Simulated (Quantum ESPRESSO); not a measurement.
# TaN (Fm-3m) in Quantum ESPRESSO: equation of state, part 2 of 2

Quantum ESPRESSO 7.5.

## Step 9: Equation of state, PBE

Potentials or basis: SSSP 1.3 efficiency PBE.

This step only gathers the single runs of the series.

Results:

| Item | Value |
| --- | --- |
| Equilibrium volume | 10.76 Å³/atom |
| Bulk modulus | 331 GPa |
| Pressure derivative of the bulk modulus | 4.4 |

Energy against volume, from the lowest point:
| volume (Å³/atom) | energy (meV/atom) |
| --- | --- |
| 9.725 | 123.75 |
| 9.932 | 76.30 |
| 10.139 | 41.39 |
| 10.346 | 17.77 |
| 10.553 | 4.31 |
| 10.760 | 0.00 |
| 10.967 | 3.92 |
